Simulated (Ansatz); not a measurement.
**3-layer 2H-MoTe2 (2H stacking) in a perpendicular field**

Wanted: the out-of-plane response of the 3-layer 2H-MoTe2 (2H stacking). A positive field points along +c.

Main program and level: Ansatz 0.2.0; plane-wave DFT, PBE-D3(BJ), Ansatz PAW.

## Step 1: Set-up

The cell holds 9 atoms: 6 Te and 3 Mo. Cell: a = 3.550 Å, b = 3.550 Å, c = 66.822 Å, α = 90.0°, β = 90.0°, γ = 120.0°. Regions: layer 1: 2H-MoTe2, 3 atoms (2 Te and 1 Mo); layer 2: 2H-MoTe2, 3 atoms (2 Te and 1 Mo); layer 3: 2H-MoTe2, 3 atoms (2 Te and 1 Mo). Vacuum lies along c.

## Step 2: Relaxation

The starting cell is a guess, so the in-plane lattice and the atoms are relaxed first, with the slab cut off from its images along the normal.

File input.yaml:

```yaml
crystal:
  lattice:
    - [3.55, 0.0, 0.0]
    - [-1.775, 3.0743901834, 0.0]
    - [0.0, 0.0, 66.8223078927]
  atoms:
    - { symbol: Te, position: [0.3333333333, 0.6666666667, 0.365895773] }
    - { symbol: Mo, position: [0.0, 0.0, 0.3941356135] }
    - { symbol: Te, position: [0.3333333333, 0.6666666667, 0.422375454] }
    - { symbol: Te, position: [0.0, 0.0, 0.4717601595] }
    - { symbol: Mo, position: [0.3333333333, 0.6666666667, 0.5] }
    - { symbol: Te, position: [0.0, 0.0, 0.5282398405] }
    - { symbol: Te, position: [0.3333333333, 0.6666666667, 0.577624546] }
    - { symbol: Mo, position: [0.0, 0.0, 0.6058643865] }
    - { symbol: Te, position: [0.3333333333, 0.6666666667, 0.634104227] }
  periodic: [true, true, false]
kpoints:
  mp_grid: { grid: [12, 12, 1] }
hamiltonian:
  xc: pbe
  dispersion: d3bj
scf:
  occupations: { method: fermi_dirac, width: 0.05 }
  convergence: { dr2_threshold: 1.0e-09 }
relax:
  f_tol: 0.004
  max_steps: 90
  cell: {}
output:
  write_potential: true
  write_density: true
  volumetric_format: npy
```

The run is started by

```sh
$ ansatz run input.yaml --threads 4 --pin off --max-ram 16384MiB --backend cpu --events-out ev --progress --plain --runs-dir out
```

Numbers of over 12 decimals in the logs are rounded to 6 here.

Output:

```text
Warning: relax.cell: scf.convergence.dr2_threshold = 1e-9 eV is looser than the 1.15435632303e-10 eV advised for a relaxation that steers and ends on the stress (1e-10 eV for each atom of the cell: 9, times the square of relax.cell.stress_2d_tol = 0.05 N/m over 27.9 Å (the atoms' height at the walk's start and 5 Å past either face), 1.791e-2 GPa, over a crystal's default 0.05). What an SCF threshold leaves in a stress goes as its square root, and in the free energy as the threshold itself, and one threshold admits the most on a small cell: [figures from the program's tests cut] Set scf.convergence.dr2_threshold to 1.15435632303e-10 eV or tighter. [rest of the remark cut]
Engine: ansatz 0.2.0, aarch64-unknown-linux-gnu
Pseudopotentials: kind: paw
Pseudopotential: Te, paw, valence charge 16, recommended cutoff 420 eV (normal), Te.paw.azcp
Pseudopotential: Mo, paw, valence charge 14, recommended cutoff 420 eV (normal), Mo.paw.azcp
Functional definition: PBE
  parameter kappa = 0.804
  parameter beta = 0.066725
  exchange = pbe_x(kappa = kappa, mu = beta*pi^2/3)
  correlation = pbe_c(beta = beta)
Crystal: 9 atoms, lattice volume = 729.304 Å³
Basis set: ecut = 420 eV, 14101 PW (Γ), exchange–correlation on 48×48×900 points (8 copies of the dense FFT grid, shifted against one another)
Bands: 83, of which v1, the nominal top of the filled ones, is band 69 counted from 1 (68 counted from 0)
Symmetry: 12 space group operations
Space group: P-6m2 (ITA 187), of the structure as read, at distance tolerance 9.0e-5 Å
k-points: 19 of 144 (time reversal used)
Non-local potential: Te, projectors of the file, l = 0: 2, l = 1: 2, l = 2: 2, l = 3: 2
Non-local potential: Mo, projectors of the file, l = 0: 3, l = 1: 2, l = 2: 2, l = 3: 1
PAW form: soft (Blöchl's): semilocal exchange-correlation on the pseudo side does not see the compensation charge
PAW one-centre angular grid: Te, 590 points (default); XC on 64 Gauss nodes
PAW one-centre angular grid: Mo, 590 points (default); XC on 64 Gauss nodes
Initial density: superposition of atomic densities (neutral atoms: chi_scale 0, normalization atom), corrected by the library's trained network
Initial wavefunctions: pseudopotential atomic-orbital guess
Functional: x = pbe(κ = 0.804, μ = 0.219515), c = pbe(β = 0.066725)
SCF iter   1: F=—  HF=-56754.172280 eV  |F-HF|=—  |Δ(HF+E_count)|=         —  Δρ=2.60e-3  dr2=1.44e-1  ethr=1.77e-3  ⟨swp⟩=15.9  Hψ=9717  notcnv=0  defer=8
preconditioner: auto → Resta (q_TF=auto, 2.067 Å⁻¹)  ε∞=3.2  [insulator: Δε(μ)=0.756 eV  Ē_g=6.852 eV  σ=0.050 eV  W_gap=1.00  n_scr=84 (ndim 8)  ℏωp=10.1 eV  f_vac=0.674  D(μ)=0.00/eV (n_scr^D=0)  ε∞_Penn≈3.2  vacuum switching on, ρ_ref=3.4e-3 e/Å³]
SCF iter   2: F=—  HF=-56754.203140 eV  |F-HF|=—  |Δ(HF+E_count)|=   3.09e-2  Δρ=2.07e-3  dr2=3.30e-1  ethr=1.04e-4  ⟨swp⟩=3.9  Hψ=3400  notcnv=0  defer=58
SCF iter   3: F=—  HF=-56754.184314 eV  |F-HF|=—  |Δ(HF+E_count)|=   1.88e-2  Δρ=1.12e-3  dr2=9.61e-3  ethr=1.04e-4  ⟨swp⟩=3.6  Hψ=2574  notcnv=0  defer=55
SCF iter   4: F=—  HF=-56754.190604 eV  |F-HF|=—  |Δ(HF+E_count)|=   6.29e-3  Δρ=1.04e-3  dr2=3.19e-2  ethr=6.96e-6  ⟨swp⟩=3.1  Hψ=2730  notcnv=0  defer=51
SCF iter   5: F=—  HF=-56754.187998 eV  |F-HF|=—  |Δ(HF+E_count)|=   2.61e-3  Δρ=9.02e-5  dr2=6.29e-5  ethr=6.96e-6  ⟨swp⟩=2.9  Hψ=2171  notcnv=0  defer=51
SCF iter   6: F=—  HF=-56754.188004 eV  |F-HF|=—  |Δ(HF+E_count)|=   6.34e-6  Δρ=3.94e-5  dr2=1.38e-5  ethr=4.56e-8  ⟨swp⟩=4.0  Hψ=3688  notcnv=0  defer=51
SCF iter   7: F=—  HF=-56754.188022 eV  |F-HF|=—  |Δ(HF+E_count)|=   1.79e-5  Δρ=5.30e-5  dr2=7.72e-5  ethr=9.97e-9  ⟨swp⟩=3.1  Hψ=3350  notcnv=0  defer=51  recentre
SCF iter   8: F=—  HF=-56754.188018 eV  |F-HF|=—  |Δ(HF+E_count)|=   4.45e-6  Δρ=1.19e-5  dr2=2.00e-6  ethr=9.97e-9  ⟨swp⟩=3.0  Hψ=2562  notcnv=0  defer=51
SCF iter   9: F=—  HF=-56754.188133 eV  |F-HF|=—  |Δ(HF+E_count)|=   1.15e-4  Δρ=3.05e-6  dr2=1.03e-7  ethr=1.45e-9  ⟨swp⟩=3.2  Hψ=3193  notcnv=0  defer=51
SCF iter  10: F=—  HF=-56754.188133 eV  |F-HF|=—  |Δ(HF+E_count)|=   5.50e-8  Δρ=1.11e-6  dr2=1.02e-8  ethr=7.48e-11  ⟨swp⟩=3.1  Hψ=2670  notcnv=0  defer=51
SCF iter  11: F=—  HF=-56754.188133 eV  |F-HF|=—  |Δ(HF+E_count)|=   2.86e-8  Δρ=2.71e-7  dr2=1.16e-9  ethr=7.39e-12  ⟨swp⟩=3.3  Hψ=2850  notcnv=0  defer=51
SCF iter  12: F=—  HF=-56754.188133 eV  |F-HF|=—  |Δ(HF+E_count)|=   4.34e-9  Δρ=2.00e-7  dr2=5.01e-9  ethr=1.00e-12  ⟨swp⟩=11.9  Hψ=10602  notcnv=0  recentre
SCF iter  13: F=-56754.188133 eV  HF=-56754.188133 eV  |F-HF|=1.06e-9  |Δ(HF+E_count)|=   1.35e-9  Δρ=7.77e-8  dr2=1.55e-10  ethr=1.00e-12  ⟨swp⟩=8.2  Hψ=8778  notcnv=0
SCF 1 converged in 13 iterations: F = -56754.188133 eV  dr2 = 1.55e-10
  greatest PAW one-centre occupation: 0.998 electrons in one spin orbital (limit 2), on the Mo atom at site 4 (counted from 0), in its partial waves of l = 0
relax step   1: F+E_penalty+E_count = -56754.18813293 eV  Δ(F+E_penalty+E_count) = +0.000e0 eV  max|allowed force component| = 1.078e0 eV/Å  Δτ_max = 0.0000 Å  P = -10.587 N/m  Ω = 729.304 Å³  fix = [c, alpha, beta]  reactions: c -0.000 N/m  (13 SCF iters, accepted)
Crystal: 9 atoms, lattice volume = 709.151 Å³
Basis set: ecut = 420 eV, 13777 PW (Γ), exchange–correlation on 48×48×900 points (8 copies of the dense FFT grid, shifted against one another)
Initial density: handed on by an earlier stage of this run
Initial wavefunctions: those handed on with the density
iter 1 solved again at ethr=6.34e-4 eV; its pass at ethr=3.10e-3 eV (dr2=8.74e-1 eV) is discarded
SCF iter   1: F=—  HF=-56754.043092 eV  |F-HF|=—  |Δ(HF+E_count)|=         —  Δρ=8.02e-3  dr2=8.80e-1  ethr=6.34e-4  ⟨swp⟩=3.3  Hψ=10577  notcnv=0
preconditioner: auto → Resta (q_TF=auto, 2.077 Å⁻¹)  ε∞=2.9  [insulator: Δε(μ)=0.690 eV  Ē_g=7.427 eV  σ=0.050 eV  W_gap=1.00  n_scr=62 (ndim 8)  ℏωp=10.2 eV  f_vac=0.680  D(μ)=0.00/eV (n_scr^D=0)  ε∞_Penn≈2.9  vacuum switching on, ρ_ref=4.0e-3 e/Å³]
SCF iter   2: F=—  HF=-56754.037577 eV  |F-HF|=—  |Δ(HF+E_count)|=   5.52e-3  Δρ=6.76e-3  dr2=9.15e-1  ethr=6.34e-4  ⟨swp⟩=4.4  Hψ=2823  notcnv=0
SCF iter   3: F=—  HF=-56753.927765 eV  |F-HF|=—  |Δ(HF+E_count)|=   1.10e-1  Δρ=2.45e-3  dr2=3.19e-2  ethr=6.34e-4  ⟨swp⟩=3.2  Hψ=2719  notcnv=0  defer=67
SCF iter   4: F=—  HF=-56753.921224 eV  |F-HF|=—  |Δ(HF+E_count)|=   6.54e-3  Δρ=3.50e-4  dr2=5.36e-4  ethr=2.31e-5  ⟨swp⟩=3.4  Hψ=2673  notcnv=0  defer=72
SCF iter   5: F=—  HF=-56753.921332 eV  |F-HF|=—  |Δ(HF+E_count)|=   1.08e-4  Δρ=1.00e-4  dr2=2.87e-4  ethr=3.89e-7  ⟨swp⟩=4.1  Hψ=3708  notcnv=0  defer=72
[...]
relax step   5: F+E_penalty+E_count = -56754.53656655 eV  Δ(F+E_penalty+E_count) = -5.026e-3 eV  max|allowed force component| = 6.511e-2 eV/Å  Δτ_max = 0.1462 Å  P = +0.343 N/m  Ω = 706.722 Å³  energy of the carried Pulay correction = +1.312e-3 eV  fix = [c, alpha, beta]  reactions: c +0.000 N/m  (13 SCF iters, accepted)
[...]
relax step   6: F+E_penalty+E_count = -56754.53830782 eV  Δ(F+E_penalty+E_count) = -1.741e-3 eV  max|allowed force component| = 6.402e-3 eV/Å  Δτ_max = 0.0298 Å  P = +0.080 N/m  Ω = 708.437 Å³  energy of the carried Pulay correction = +1.210e-3 eV  fix = [c, alpha, beta]  reactions: c +0.000 N/m  (12 SCF iters, accepted)
[...]
relax step   7: F+E_penalty+E_count = -56754.53838839 eV  Δ(F+E_penalty+E_count) = -8.057e-5 eV  max|allowed force component| = 1.351e-3 eV/Å  Δτ_max = 0.0113 Å  P = +0.005 N/m  Ω = 708.521 Å³  energy of the carried Pulay correction = +1.206e-3 eV  fix = [c, alpha, beta]  reactions: c +0.000 N/m  (10 SCF iters, accepted)
Initial wavefunctions: pseudopotential atomic-orbital guess (no wavefunctions were taken with the density)
iter 1 solved again at ethr=2.25e-7 eV; its pass at ethr=3.10e-3 eV (dr2=3.11e-4 eV) is discarded
SCF iter   1: F=—  HF=-56754.536978 eV  |F-HF|=—  |Δ(HF+E_count)|=         —  Δρ=2.17e-5  dr2=4.76e-7  ethr=2.25e-7  ⟨swp⟩=6.7  Hψ=16852  notcnv=0
SCF iter   2: F=—  HF=-56754.537122 eV  |F-HF|=—  |Δ(HF+E_count)|=   1.44e-4  Δρ=1.08e-5  dr2=1.18e-7  ethr=3.45e-10  ⟨swp⟩=5.1  Hψ=4752  notcnv=0  defer=1
SCF iter   3: F=—  HF=-56754.537122 eV  |F-HF|=—  |Δ(HF+E_count)|=   1.90e-7  Δρ=2.69e-6  dr2=6.77e-8  ethr=8.53e-11  ⟨swp⟩=2.9  Hψ=3123  notcnv=0  defer=1
SCF iter   4: F=—  HF=-56754.537122 eV  |F-HF|=—  |Δ(HF+E_count)|=   6.69e-9  Δρ=1.71e-6  dr2=5.60e-8  ethr=4.91e-11  ⟨swp⟩=3.0  Hψ=2602  notcnv=0  defer=1
SCF iter   5: F=—  HF=-56754.537122 eV  |F-HF|=—  |Δ(HF+E_count)|=   5.91e-9  Δρ=6.99e-7  dr2=8.95e-9  ethr=4.05e-11  ⟨swp⟩=2.0  Hψ=1891  notcnv=0  defer=1
SCF iter   6: F=—  HF=-56754.537122 eV  |F-HF|=—  |Δ(HF+E_count)|=   1.24e-9  Δρ=2.36e-7  dr2=1.44e-9  ethr=6.49e-12  ⟨swp⟩=2.5  Hψ=2212  notcnv=0  defer=1
SCF iter   7: F=-56754.537122 eV  HF=-56754.537122 eV  |F-HF|=8.00e-10  |Δ(HF+E_count)|=  1.67e-10  Δρ=4.40e-8  dr2=4.54e-11  ethr=1.00e-12  ⟨swp⟩=17.8  Hψ=11784  notcnv=0
SCF 8 converged in 7 iterations: F = -56754.537122 eV  dr2 = 4.54e-11
relax step   8: F+E_penalty+E_count = -56754.53712229 eV  Δ(F+E_penalty+E_count) = +1.266e-3 eV  max|allowed force component| = 1.280e-3 eV/Å  Δτ_max = 0.0000 Å  P = +0.009 N/m  Ω = 708.521 Å³  fix = [c, alpha, beta]  reactions: c +0.000 N/m  stress off target by 8.94e-3 N/m on what of the cell is left free  SCF on the basis re-selected at this cell (its energy is not comparable with the rows above)  (7 SCF iters)
basis re-selected at this cell: Δ(F+E_penalty+E_count) = +1.266e-3 eV, ΔP = +0.004 N/m vs the last step (what re-selecting the basis moved, of the pressure what is left beyond the Pulay correction that the steps carried, after the strain that the cell walked since its last selection, with what the two solves' SCF thresholds leave and, on support functions, any second-order correction that the steps lacked; it is no m [...]
WARN: The output density's exchange-correlation potential varies sharply where the density is thin. Do not read a vacuum level from v_tot or v_xc, or from such a field of the output density. On a cell that repeats whose density bears no net charge and no dipole along the vacuum's axis use v_es (v_loc + v_h of the components); under efield.dipole_correction with no amplitude use v_es + v_field, which holds any externa [...]
dispersion: the relaxed geometry stands within reach of a switch of an atom's C6, across which e_disp changes (each atom's share, over what another start of this relaxation can change, counted as every distance, over a cell that relax.cell.fix or crystal.periodic holds in part: site 1 (Mo), some 0.19 eV, crossed with farther neighbours; site 4 (Mo), some 0.22 eV, crossed with farther neighbours; site 7 (Mo), some 0.19 eV, crossed with farther neighbours; some 0.60 eV in sum): a start on the other side of the switch can end at another minimum, lower or higher, and the walk did not compare the two: [rest of the remark cut]
SCF converged after 7 iterations
Free energy (F): -56754.537122 eV
Harris-Foulkes:  -56754.537122 eV  (|F-HF|=8.00e-10)
Internal energy: -56754.537071 eV  (E = F + TS)
E sigma→0 (E₀):  -56754.537097 eV
Entropy (-TS):   -0.000051 eV (-0.006 meV/atom)
Fermi energy:    -4.279977 eV
--- Per-component energies (eV) ---
  E_band       = -4083.422150
  E_kinetic    = 2415.064348
  E_local      = -1635055.593605  (includes V_loc(G=0)·N_el)
  E_nonlocal   = -1428.957279
  E_hartree    = 817008.996178
  E_xc         = -1299.346050
  E_vxc        = -1316.325945  (∫ρ·V_xc dr)
  E_paw        = -37580.931365  (= ΣΔE_a)
  E_vpaw       = -2715.597033  (= ΣTr[D̂ρ^β])
  E_aug_tail   = -0.000893  (compensation charges beyond the density's cutoff)
  E_ewald      = 799190.737433
  E_disp       = -4.505838  (pairwise vdW)
  E_smearing   = -0.000051  (= −TS)
  E_closure    = 0.000000  (closes the sum)
  Σ components = -56754.537122   (vs F -56754.537122, Δ=0.00e0)
--- Forces (eV/Å), atoms counted from 1 ---
  atom   1  Te     0.00000000     0.00000000     0.00029285
  atom   2  Mo     0.00000000    -0.00000000     0.00003847
  atom   3  Te    -0.00000000     0.00000000    -0.00048929
  atom   4  Te     0.00000000    -0.00000000     0.00127971
  atom   5  Mo    -0.00000000     0.00000000     0.00000000
  atom   6  Te     0.00000000    -0.00000000    -0.00127971
  atom   7  Te    -0.00000000     0.00000000     0.00048929
  atom   8  Mo     0.00000000    -0.00000000    -0.00003847
  atom   9  Te    -0.00000000     0.00000000    -0.00029285
  max |Σ_I F_I| component: 2.31e-17 eV/Å
--- 2D stress c σ (N/m, compression-positive) ---
        0.008938       0.000000      -0.000000
       -0.000000       0.008938      -0.000000
       -0.000000      -0.000000       0.000000
  P = ½ c Tr σ = 0.0089 N/m
--- Band table (eV; the first three rows and the last of 19) ---
  k-point 0: bands = [... 65 lower, -5.6344, -5.6074, -4.7140, -4.6426, -1.7454, -1.7454, -1.6868, -1.6868, ... 10 higher]
  k-point 1: bands = [... 65 lower, -5.5315, -5.5159, -4.7271, -4.6896, -2.1161, -2.0793, -2.0038, -1.9496, ... 10 higher]
  k-point 2: bands = [... 65 lower, -5.5582, -5.5422, -5.0946, -4.9903, -2.8402, -2.7643, -2.6503, -2.5685, ... 10 higher]
  k-point 18: bands = [... 65 lower, -6.5538, -4.9715, -4.8617, -4.7490, -3.6340, -3.6289, -3.6228, -3.4851, ... 10 higher]
  the weakly bound empty levels are not read free of the cell's end (no_gap_told)
--- Relaxed structure (7 steps of the walk, 6 accepted, 1 SCFs on fresh bases) ---
  F+E_penalty+E_count = -56754.53712229 eV   max|allowed force component| = 1.280e-3 eV/Å   (the final SCF, on the basis selected at the relaxed cell)
  cell:  # Å, volume = 708.5213 Å³
    - [3.499052, -2.828177422611108e-18, 0]
    - [-1.749526, 3.030268, 0]
    - [0, 0, 66.8223078927]
  atoms:
    - { symbol: Te, position: [0.333333, 0.666667, 0.370293] }
    - { symbol: Mo, position: [-1.164902408280021e-18, -2.1701890401338503e-17, 0.397480] }
    - { symbol: Te, position: [0.333333, 0.666667, 0.424698] }
    - { symbol: Te, position: [-3.6814830201347477e-19, -2.17018904013385e-17, 0.472817] }
    - { symbol: Mo, position: [0.333333, 0.666667, 0.500000] }
    - { symbol: Te, position: [3.6814830201343933e-19, -2.1701890401338503e-17, 0.527183] }
    - { symbol: Te, position: [0.333333, 0.666667, 0.575302] }
    - { symbol: Mo, position: [1.164902408280041e-18, -2.17018904013385e-17, 0.602520] }
    - { symbol: Te, position: [0.333333, 0.666667, 0.629707] }
```

Wall time 5.1 min (4 threads of Arm Neoverse V2, shared host); peak memory 2 GiB; 20 min of CPU time.

Relaxation path:

| step | energy less that of the first step (eV) | largest force component (eV/Å) | volume (Å³) |
| --- | --- | --- | --- |
| 1 | 0.0000 | 1.0779 | 729.30 |
| 2 | 0.2667 | 1.8341 | 709.15 |
| 3 | -0.3221 | 0.2499 | 706.80 |
| 4 | -0.3434 | 0.0647 | 708.45 |
| 5 | -0.3484 | 0.0651 | 706.72 |
| 6 | -0.3502 | 0.0064 | 708.44 |
| 7 | -0.3503 | 0.0014 | 708.52 |
| 8* | -0.3490 | 0.0013 | 708.52 |

Relaxation steps marked * repeat the geometry before them on a plane-wave basis chosen anew for their cell, so energy and pressure can jump there. Relaxation step 2 was tried and not accepted.

Forces are held to the 12 operations that the run works with; a distortion that breaks them can't arise in this run.

| cell as run | before | after | change |
| --- | --- | --- | --- |
| a (Å) | 3.550 | 3.499 | -1.4 % |
| b (Å) | 3.550 | 3.499 | -1.4 % |

The atoms that moved most (Å, along periodic axes as changes of fractional coordinates times the final cell, across vacuum about the mean position):

| atom | dx | dy | dz | length |
| --- | --- | --- | --- | --- |
| Te1 | 0.000 | 0.000 | 0.294 | 0.294 |
| Te9 | 0.000 | 0.000 | -0.294 | 0.294 |
| Mo8 | 0.000 | 0.000 | -0.223 | 0.223 |
| Mo2 | 0.000 | 0.000 | 0.223 | 0.223 |
| Te7 | 0.000 | 0.000 | -0.155 | 0.155 |
| Te3 | 0.000 | 0.000 | 0.155 | 0.155 |
| Te6 | 0.000 | 0.000 | -0.071 | 0.071 |
| Te4 | 0.000 | 0.000 | 0.071 | 0.071 |

The lattice constant a goes from 3.550 to 3.499 Å.

(Part 1 of 3 ends here.)

[Logs are printed without paths, hosts, clocks, repeated set-up lines and the standing remarks that a program may print on its own settings, such as how far it seeks lower states.]

[Hosts, paths, dates, database ids (printed as entryN), source tags and the programs' standing remarks are cut or masked in the printed files.]

[Maps of the electrostatic potential energy from Ansatz leave out the sawtooth potential of an applied field or a dipole correction, so their vacuum need not be flat; planar profiles and work functions include it.]
